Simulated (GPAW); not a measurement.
# Hf (Fm-3m) in GPAW: convergence with k mesh

Aim: find how far k mesh must go before the results for Hf settle, at PBEsol. This setting moves, with any that are tied to it; all else stays.

Everything below comes from runs of GPAW 26.7.0. Logs are shortened: lines on timing, memory, paths and dates and some standing lists are left out, and cuts for length are marked. The log counts tension as positive stress, the text compression.

## 1. The crystal as given

Symmetry: Fm-3m, No. 225, cubic system. The conventional cell has a = 4.440 Å, b = 4.440 Å, c = 4.440 Å, α = 90.00°, β = 90.00°, γ = 90.00°. Around Hf (site symmetry m-3m) lie 12 Hf at 3.14 Å.

This isn't the form of Hf at room conditions, which is hcp.

## 2. With k mesh 3 × 3 × 3

File run.py:

```python
import json
import numpy as np
from ase import Atoms
from ase.dft.bandgap import bandgap
from ase.io import write
from ase.units import GPa
from gpaw import GPAW, PW, setup_paths

setup_paths.insert(0, '.')

atoms = Atoms(['Hf'],
              cell=[[0.0, 2.22, 2.22],
                    [2.22, 0.0, 2.22],
                    [2.22, 2.22, 0.0]],
              scaled_positions=[[0.0, 0.0, 0.0]],
              pbc=True)

calc = GPAW(mode=PW(450),
            xc='PBEsol',
            kpts={'size': (3, 3, 3), 'gamma': True},
            occupations={'name': 'fermi-dirac', 'width': 0.05},
            nbands=14,
            convergence={'density': 1e-05, 'energy': 1e-05},
            maxiter=150,
            txt='gpaw.txt')
atoms.calc = calc
energy = atoms.get_potential_energy()
forces = atoms.get_forces()
stress = atoms.get_stress()
calc.write('gs.gpw')
write('result.traj', atoms)
print(f'Energy: {energy:.6f} eV')
print('Forces (eV/A):')
print(forces.round(4))
print('Stress (GPa):', (stress / GPa).round(3))
print('Fermi level:', round(calc.get_fermi_level(), 4), 'eV')
print(f'Gap: {bandgap(calc)[0]:.4f} eV, direct: {bandgap(calc, direct=True)[0]:.4f} eV')

size = (6, 6, 6)
dense = calc.fixed_density(kpts={'size': size, 'gamma': True}, update_fermi_level=True,
                           convergence={'bands': 'CBM+2.0', 'eigenstates': 1e-7}, txt='dense.txt')
ef = dense.get_fermi_level()
index = np.round(dense.get_bz_k_points() * size).astype(int) % size
recip = 2 * np.pi * atoms.cell.reciprocal()
sheets = []
for s, e_kn in enumerate(dense.eigenvalues()):
    for n in range(e_kn.shape[1] - 2):
        if e_kn[:, n].min() < ef < e_kn[:, n].max():
            e = np.empty(size)
            e[tuple(index.T)] = e_kn[dense.get_bz_to_ibz_map(), n] - ef
            de = np.array([(np.roll(e, -1, c) - np.roll(e, 1, c)) * size[c] / 2 for c in range(3)])
            v = np.linalg.norm(np.einsum('vc,cxyz->vxyz', np.linalg.inv(recip), de), axis=0)
            w = np.exp(-(e / 0.1)**2) / (0.1 * np.pi**0.5)
            sheets.append({'spin': s, 'band': n, 'filled': (e < 0).mean(), 'dos': w.mean(), 'bottom': e.min(), 'top': e.max(),
                           'velocity': (w * v).sum() / w.sum() * 1.519267e5, 'slice': e[:, :, 0].round(3).tolist()})
            print(f'spin {s} band {n}: filled share {sheets[-1]["filled"]:.3f}, from {e.min():.3f} to {e.max():.3f} eV,',
                  f'{w.mean():.3f} states/eV, mean velocity {sheets[-1]["velocity"]:.3e} m/s')
print('Fermi level on the dense mesh:', round(ef, 4), 'eV,', len(sheets), 'sheets')
json.dump({'ef': ef, 'sheets': sheets}, open('fermi.json', 'w'))
```

Potentials or basis: PAW data sets generated in the run's folder for this functional, pw.

Started as:

```
$ gpaw-setup -f PBEsol Hf
$ OMP_NUM_THREADS=1 python run.py
```

It took 11 s on 1 thread of Intel Xeon Platinum 8259CL at 2.50GHz (Skylake/Cascade Lake), shared host; peak memory 0.13 GiB.

What came out:

| Property | Result |
| --- | --- |
| Free energy | -8.0075 eV |
| Pressure | -0.4 GPa |
| Band gap on the k mesh | none (metal or under the smearing width) |

## 3. With k mesh 4 × 4 × 4

run.py: that of step 2 with these lines changed.

```diff
@@ -19,3 +19,3 @@
             xc='PBEsol',
-            kpts={'size': (3, 3, 3), 'gamma': True},
+            kpts={'size': (4, 4, 4), 'gamma': True},
             occupations={'name': 'fermi-dirac', 'width': 0.05},
```

Potentials or basis: PAW data sets generated in the run's folder for this functional, pw.

Started as:

```
$ gpaw-setup -f PBEsol Hf
$ OMP_NUM_THREADS=1 python run.py
```

Run time: 13 s. Hardware: 1 thread of Intel Xeon Platinum 8259CL at 2.50GHz (Skylake/Cascade Lake), shared host; peak memory 0.13 GiB.

What came out:

| Item | Value |
| --- | --- |
| Free energy | -7.9422 eV |
| Pressure | -0.8 GPa |
| Band gap on the k mesh | none (metal or under the smearing width) |

## 4. With k mesh 5 × 5 × 5

run.py: that of step 3 with these lines changed.

```diff
@@ -19,3 +19,3 @@
             xc='PBEsol',
-            kpts={'size': (4, 4, 4), 'gamma': True},
+            kpts={'size': (5, 5, 5), 'gamma': True},
             occupations={'name': 'fermi-dirac', 'width': 0.05},
@@ -38,3 +38,3 @@
 
-size = (6, 6, 6)
+size = (8, 8, 8)
 dense = calc.fixed_density(kpts={'size': size, 'gamma': True}, update_fermi_level=True,
```

Started as:

```
$ gpaw-setup -f PBEsol Hf
$ OMP_NUM_THREADS=1 python run.py
```

Run time: 16 s. Hardware: 1 thread of Intel Xeon Platinum 8259CL at 2.50GHz (Skylake/Cascade Lake), shared host; peak memory 0.14 GiB.

Results (log left out):

| Quantity | Value |
| --- | --- |
| Free energy | -8.0646 eV |
| Pressure | -1.2 GPa |
| Band gap on the k mesh | none (metal or under the smearing width) |

## 5. With k mesh 6 × 6 × 6

run.py: that of step 4 with these lines changed.

```diff
@@ -19,3 +19,3 @@
             xc='PBEsol',
-            kpts={'size': (5, 5, 5), 'gamma': True},
+            kpts={'size': (6, 6, 6), 'gamma': True},
             occupations={'name': 'fermi-dirac', 'width': 0.05},
@@ -38,3 +38,3 @@
 
-size = (8, 8, 8)
+size = (10, 10, 10)
 dense = calc.fixed_density(kpts={'size': size, 'gamma': True}, update_fermi_level=True,
```

Started as:

```
$ gpaw-setup -f PBEsol Hf
$ OMP_NUM_THREADS=1 python run.py
```

It took 15 s on 1 thread of Intel Xeon Platinum 8259CL at 2.50GHz (Skylake/Cascade Lake), shared host; peak memory 0.14 GiB.

It converged, with:

- Free energy: -8.0176 eV
- Pressure: -1.1 GPa
- Band gap on the k mesh: none (metal or under the smearing width)

## 6. With k mesh 8 × 8 × 8

run.py: that of step 5 with these lines changed.

```diff
@@ -19,3 +19,3 @@
             xc='PBEsol',
-            kpts={'size': (6, 6, 6), 'gamma': True},
+            kpts={'size': (8, 8, 8), 'gamma': True},
             occupations={'name': 'fermi-dirac', 'width': 0.05},
@@ -38,3 +38,3 @@
 
-size = (10, 10, 10)
+size = (12, 12, 12)
 dense = calc.fixed_density(kpts={'size': size, 'gamma': True}, update_fermi_level=True,
```

Potentials or basis: PAW data sets generated in the run's folder for this functional, pw.

Started as:

```
$ gpaw-setup -f PBEsol Hf
$ OMP_NUM_THREADS=1 python run.py
```

It took 20 s on 1 thread of Intel Xeon Platinum 8259CL at 2.50GHz (Skylake/Cascade Lake), shared host; peak memory 0.15 GiB.

It converged, with:

```
Free energy            : -8.0020 eV
Pressure               : -1.1 GPa
Band gap on the k mesh : none (metal or under the smearing width)
```

## 7. With k mesh 9 × 9 × 9

run.py: that of step 6 with these lines changed.

```diff
@@ -19,3 +19,3 @@
             xc='PBEsol',
-            kpts={'size': (8, 8, 8), 'gamma': True},
+            kpts={'size': (9, 9, 9), 'gamma': True},
             occupations={'name': 'fermi-dirac', 'width': 0.05},
@@ -38,3 +38,3 @@
 
-size = (12, 12, 12)
+size = (14, 14, 14)
 dense = calc.fixed_density(kpts={'size': size, 'gamma': True}, update_fermi_level=True,
```

Started as:

```
$ gpaw-setup -f PBEsol Hf
$ OMP_NUM_THREADS=1 python run.py
```

Wall time 23 s (1 thread of Intel Xeon Platinum 8259CL at 2.50GHz (Skylake/Cascade Lake), shared host); peak memory 0.16 GiB.

The run converged. Its results:

```yaml
Free_energy: -8.0094 eV
Pressure: -0.5 GPa
Band_gap_on_the_k_mesh: none (metal or under the smearing width)
```

## 8. With k mesh 11 × 11 × 11

run.py: that of step 7 with these lines changed.

```diff
@@ -19,3 +19,3 @@
             xc='PBEsol',
-            kpts={'size': (9, 9, 9), 'gamma': True},
+            kpts={'size': (11, 11, 11), 'gamma': True},
             occupations={'name': 'fermi-dirac', 'width': 0.05},
@@ -38,3 +38,3 @@
 
-size = (14, 14, 14)
+size = (18, 18, 18)
 dense = calc.fixed_density(kpts={'size': size, 'gamma': True}, update_fermi_level=True,
```

Potentials or basis: PAW data sets generated in the run's folder for this functional, pw.

Started as:

```
$ gpaw-setup -f PBEsol Hf
$ OMP_NUM_THREADS=1 python run.py
```

gpaw.txt:

```text
__  _  _
 | _ |_)|_||  |
 |__||  | ||/\| - 26.7.0

Input parameters:
  mode=PW(ecut=450.00000000000006),
  convergence={'density': 1e-05, 'energy': 1e-05},
  kpts=MonkhorstPack(size=(11, 11, 11), gamma=True),
  maxiter=150,
  nbands=14,
  occupations=Occupations(name='fermi-dirac', width=0.05),
  xc=XC(name='PBEsol')

Diagonalizing LCAO Hamiltonian
Converting LCAO to pw mode

       Hf

Atoms  # Å, Bohr magnetons
|   | symbol |        x |        y |        z |    initial magnetic moments |
|---|--------|----------|----------|----------|-----------------------------|
| 0 |     Hf | 0.000000 | 0.000000 | 0.000000 | ( 0.0000,  0.0000,  0.0000) |

Unit cell  # Å
| periodic |        x |        y |        z |  lengths |    angles |
|----------|----------|----------|----------|----------|-----------|
|      yes | 0.000000 | 2.220000 | 2.220000 | 3.139554 | 60.000000 |
|      yes | 2.220000 | 0.000000 | 2.220000 | 3.139554 | 60.000000 |
|      yes | 2.220000 | 2.220000 | 0.000000 | 3.139554 | 60.000000 |

Number of symmetries: 48
Symmetry operations  # r_c * U_cc + t_c -> r_c
|    | kind |            matrix            |
|----|------|------------------------------|
|  0 |  σ   |  1, 0, 0,  1, 0,-1,  1,-1, 0 |
|  1 |  C2  |  1, 0, 0,  1,-1, 0,  1, 0,-1 |
|  2 |  E   |  1, 0, 0,  0, 1, 0,  0, 0, 1 |
|  3 |  σ   |  1, 0, 0,  0, 0, 1,  0, 1, 0 |
|  4 |  C4  |  1, 0,-1,  1, 0, 0,  1,-1, 0 |
|  5 |  S6  |  1, 0,-1,  1,-1, 0,  1, 0, 0 |
|  6 |  σ   |  1, 0,-1,  0, 1,-1,  0, 0,-1 |
|  7 |  C3  |  1, 0,-1,  0, 0,-1,  0, 1,-1 |
|  8 |  S6  |  1,-1, 0,  1, 0, 0,  1, 0,-1 |
|  9 |  C4  |  1,-1, 0,  1, 0,-1,  1, 0, 0 |
| 10 |  C3  |  1,-1, 0,  0,-1, 1,  0,-1, 0 |
| 11 |  σ   |  1,-1, 0,  0,-1, 0,  0,-1, 1 |
| 12 |  σ   |  0, 1, 0,  1, 0, 0,  0, 0, 1 |
| 13 |  C4  |  0, 1, 0,  0, 1,-1, -1, 1, 0 |
| 14 |  C3  |  0, 1, 0,  0, 0, 1,  1, 0, 0 |
| 15 |  S6  |  0, 1, 0, -1, 1, 0,  0, 1,-1 |
| 16 |  C2  |  0, 1,-1,  1, 0,-1,  0, 0,-1 |
| 17 |  σ   |  0, 1,-1,  0, 1, 0, -1, 1, 0 |
| 18 |  S4  |  0, 1,-1,  0, 0,-1,  1, 0,-1 |
| 19 |  C4  |  0, 1,-1, -1, 1, 0,  0, 1, 0 |
| 20 |  C3  |  0, 0, 1,  1, 0, 0,  0, 1, 0 |
| 21 |  σ   |  0, 0, 1,  0, 1, 0,  1, 0, 0 |
| 22 |  S6  |  0, 0, 1,  0,-1, 1, -1, 0, 1 |
| 23 |  C4  |  0, 0, 1, -1, 0, 1,  0,-1, 1 |
| 24 |  S4  |  0, 0,-1,  1, 0,-1,  0, 1,-1 |
| 25 |  C3  |  0, 0,-1,  0, 1,-1,  1, 0,-1 |
| 26 |  C2  |  0, 0,-1,  0,-1, 0, -1, 0, 0 |
| 27 |  S6  |  0, 0,-1, -1, 0, 0,  0,-1, 0 |
| 28 |  S4  |  0,-1, 1,  1,-1, 0,  0,-1, 0 |
| 29 |  C4  |  0,-1, 1,  0, 0, 1, -1, 0, 1 |
| 30 |  C2  |  0,-1, 1,  0,-1, 0,  1,-1, 0 |
| 31 |  σ   |  0,-1, 1, -1, 0, 1,  0, 0, 1 |
| 32 |  C3  |  0,-1, 0,  1,-1, 0,  0,-1, 1 |
| 33 |  S6  |  0,-1, 0,  0, 0,-1, -1, 0, 0 |
| 34 |  S4  |  0,-1, 0,  0,-1, 1,  1,-1, 0 |
| 35 |  C2  |  0,-1, 0, -1, 0, 0,  0, 0,-1 |
| 36 |  C2  | -1, 1, 0,  0, 1, 0,  0, 1,-1 |
| 37 |  S6  | -1, 1, 0,  0, 1,-1,  0, 1, 0 |
| 38 |  S4  | -1, 1, 0, -1, 0, 1, -1, 0, 0 |
| 39 |  C3  | -1, 1, 0, -1, 0, 0, -1, 0, 1 |
| 40 |  S6  | -1, 0, 1,  0, 0, 1,  0,-1, 1 |
| 41 |  C2  | -1, 0, 1,  0,-1, 1,  0, 0, 1 |
| 42 |  C3  | -1, 0, 1, -1, 1, 0, -1, 0, 0 |
| 43 |  S4  | -1, 0, 1, -1, 0, 0, -1, 1, 0 |
| 44 |  C2  | -1, 0, 0,  0, 0,-1,  0,-1, 0 |
| 45 |  i   | -1, 0, 0,  0,-1, 0,  0, 0,-1 |
| 46 |  σ   | -1, 0, 0, -1, 1, 0, -1, 0, 1 |
| 47 |  C2  | -1, 0, 0, -1, 0, 1, -1, 1, 0 |

BZ-sampling:
  Number of BZ points: 1331
  Number of IBZ points: 56

  Monkhorst-Pack size: [11, 11, 11]
  Monkhorst-Pack shift: [0, 0, 0]

K-points  # in reciprocal-cell coordinates
|     |                                coordinates |     weight |
|-----|--------------------------------------------|------------|
|   0 | (  0.00000000,   0.00000000,   0.00000000) | 0.00075131 |
|   1 | (  0.09090909,   0.09090909,   0.00000000) | 0.00450789 |
|   2 | (  0.09090909,   0.09090909,   0.09090909) | 0.00601052 |
|   3 | (  0.18181818,   0.09090909,   0.09090909) | 0.00901578 |
|   4 | (  0.18181818,   0.18181818,   0.00000000) | 0.00450789 |
|   5 | (  0.18181818,   0.18181818,   0.09090909) | 0.01803156 |
|   6 | (  0.18181818,   0.18181818,   0.18181818) | 0.00601052 |
|   7 | (  0.27272727,   0.18181818,   0.09090909) | 0.01803156 |
|   8 | (  0.27272727,   0.18181818,   0.18181818) | 0.01803156 |
|   9 | (  0.27272727,   0.27272727,   0.00000000) | 0.00450789 |
| ... |                                            |            |
|  55 | (  0.45454545,   0.45454545,   0.45454545) | 0.00601052 |

Plane wave coefficients: 495
Cutoff: 450.00000000000006 eV

Spin-components: 1 (collinear spins)
Bands:           14
Projectors:      6
Spin-degeneracy: 2
Datatype:        complex128

Parallelization:
  kpt:    1
  domain: 1
  band:   1

Density:
  Valence electrons: 12.0
  Components: 1
  Grid points: [16 16 16]
  Charge: 0.0  # |e|

Potential:
  Grid points: [16 16 16]

species:
  Hf:
    name:    Hafnium
    Z:       72.0
    valence: 12
    core:    60
    charge:  0.0  # [|e|]
    compensation charges:
      type: gauss
      rc: 0.41  # [Å]
      lmax: 2
    cutoffs:
      filter: 2.36  # [Å]
      core: 4.02  # [Å]
    projectors
    | kind |    occ | energy [eV] | rcut [Å] |
    |------|--------|-------------|----------|
    |   5s |  2.000 |     -66.855 |    1.397 |
    |   6s |  2.000 |      -5.120 |    1.397 |
    |   5p |  6.000 |     -35.615 |    1.307 |
    |   6p |  0.000 |      -1.375 |    1.307 |
    |   5d |  2.000 |      -2.724 |    1.334 |
    |    d |        |      24.487 |    1.334 |

    Using partial waves for Hf as LCAO basis

Reference energy: -409762.375317  # eV

eigensolver:
  PPCG
  Converge bands: occupied
  niter=2

density mixing:
  MSR1-Mixer
  Pratt-step length: 0.05
  Maximum mixing coefficient: 0.75
  Old densities: 10
  SVD Regularization: 0.005
  Good broyden scale: 1.0
  Trust region scale: 1.0
  Backstep threshold: 4.0
  History deletion threshold: 6.0
  Fourier metric: weight=20.0, sigma=0.015

occupation numbers:
  Fermi-Dirac:
    width: 0.0500  # eV

poisson solver:
  ecut: 3600.0000000000005  # eV

xc functional:
  name: PBEsol with 2 nearest neighbor stencil

convergence criteria:
[... 6 lines left out ...]
|iter     | |      energy | eigst |  dens |
|---------|-|-------------|-------|-------|
|iter:   1| |   -8.106567 | -0.25 |       |
|iter:   2| |   -8.090168 | -3.08 | -1.31 |
|iter:   3| |   -8.009898 | -2.03 | -1.35 |
|iter:   4| |   -8.013581 | -3.40 | -1.97 |
|iter:   5| |   -8.014493 | -4.76 | -2.40 |
|iter:   6| |   -8.014497 | -6.84 | -3.75 |
|iter:   7| |   -8.014497c| -8.02c| -4.19 |
|iter:   8| |   -8.014497c| -9.74c| -5.68c|

Converged in 8 steps
Energy contributions relative to reference atoms: (reference = -409762.375317)

Energy contributions:
  Kinetic:           6.095451
  Coulomb:          -5.602775
  Zero:             -0.500434
  External:          0.000000
  Xc:               -8.002066
  Entropy:          -0.009346
  Spinorbit:         0.000000
  ----------------------------
  Free energy:      -8.019170
  Extrapolated:     -8.014497

dipole moment: (-16.137895, -16.137895, -16.137895)  # |e|*Ang

Fermi level: 9.902
Eigenvalues  # (at kpt = [0.000, 0.000, 0.000])
| band index |      eig [eV] | occ [0-2] |
|------------|---------------|-----------|
|          0 |       -51.583 |     2.000 |
|          1 |       -20.026 |     2.000 |
|          2 |       -20.026 |     2.000 |
|          3 |       -20.026 |     2.000 |
|          4 |         2.644 |     2.000 |
|          5 |        11.301 |     0.000 |
|          6 |        11.301 |     0.000 |
|          7 |        11.301 |     0.000 |
|          8 |        14.146 |     0.000 |
|          9 |        14.146 |     0.000 |
|         10 |        21.521 |     0.000 |
|         11 |        25.892 |     0.000 |
|         12 |        25.892 |     0.000 |
|         13 |        25.892 |     0.000 |

No gap
No difference between direct/indirect transitions

Forces  # eV/Ang
|        x |       y |       z |
|----------|---------|---------|
| -0.00000 | 0.00000 | 0.00000 |  # Hf   0

Stress tensor  # eV/Ang^3
|         x |         y |        z |
|-----------|-----------|----------|
|  0.008212 | -0.000000 | 0.000000 |
| -0.000000 |  0.008212 | 0.000000 |
|  0.000000 |  0.000000 | 0.008212 |

# Writing to gs.gpw (mode='')
```

Run time: 31 s. Hardware: 1 thread of Intel Xeon Platinum 8259CL at 2.50GHz (Skylake/Cascade Lake), shared host; peak memory 0.18 GiB.

What came out:

* Free energy: -8.0192 eV
* Pressure: -1.3 GPa
* Band gap on the k mesh: none (metal or under the smearing width)

## 9. Result

```tsv
k mesh	energy less the tightest run, at zero smearing (meV/atom)	pressure (GPa)	SCF cycles	CPU time (s)	peak memory (GiB)
3 × 3 × 3	17.96	-0.44	8	11	0.13
4 × 4 × 4	79.70	-0.84	8	13	0.13
5 × 5 × 5	-44.26	-1.24	8	15	0.14
6 × 6 × 6	6.20	-1.10	8	15	0.14
8 × 8 × 8	19.05	-1.09	8	20	0.15
9 × 9 × 9	13.31	-0.52	8	23	0.16
11 × 11 × 11	0.00	-1.32	8	31	0.18
```

Not settled before the last step: the energy (to 1 meV/atom), the pressure (to 0.1 GPa). Meshes of other sizes hit other points, so gaps and Fermi surfaces needn't settle smoothly. The tightest run that finished is the yardstick and may itself not be fully converged.

Caveats: the cutoff is short for stress and forces, so pressures can be off by a GPa or more.
